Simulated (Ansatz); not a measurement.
The system is Sb.

```xyz
1
Lattice="-1.5765 1.5765 2.7119 1.5765 -1.5765 2.7119 1.5765 1.5765 -2.7119" Properties=species:S:1:pos:R:3 pbc="T T T"
Sb    0.0000    0.0000    0.0000
```

This isn't the form of Sb at room conditions, which is rhombohedral.

| Property | Result |
| --- | --- |
| Program | Ansatz 0.2.0 |
| Task | relaxation of cell and atoms |
| Functional | PBE |
| Dispersion | D3(BJ) |
| Potentials or basis | Ansatz PAW |
| Cutoff | 420 eV (not typed: the program's choice for these potentials) |
| k mesh | 12 × 12 × 12 |
| Occupations | fermi-dirac, width 0.05 eV |
| Spin | no spin polarisation |

At the start: volume 26.96 Å³/atom.

Question: How do energy, volume and symmetry change on relaxing?

Answer: It ends after 6 steps and the volume is 26.29 Å³/atom (-2.5 %); space group I4/mmm (No. 139, to 0.05 Å).

The path:
```
step  energy change (eV)  largest force (eV/Å)  volume (Å³)
   1              0.0000                0.0000        26.96
   2             -0.0029                0.0000        26.20
   3             -0.0042                0.0000        26.28
   4             -0.0063                0.0000        26.32
   5             -0.0066                0.0000        26.29
   6             -0.0064                0.0000        26.29
```

Final structure:
```cif
data_structure
_symmetry_space_group_name_H-M 'P 1'
_symmetry_Int_Tables_number 1
_cell_length_a 3.4382
_cell_length_b 3.4382
_cell_length_c 3.4382
_cell_angle_alpha 124.934
_cell_angle_beta 124.934
_cell_angle_gamma 81.647
_cell_volume 26.29
loop_
_atom_site_label
_atom_site_type_symbol
_atom_site_fract_x
_atom_site_fract_y
_atom_site_fract_z
_atom_site_occupancy
Sb1 Sb 0.00000 0.00000 0.00000 1
```

Caveat: the plane-wave basis is chosen anew once the cell has moved, so the energies of steps on either side of that aren't comparable; pairwise dispersion overbinds metals, which lowers pressure and volume.
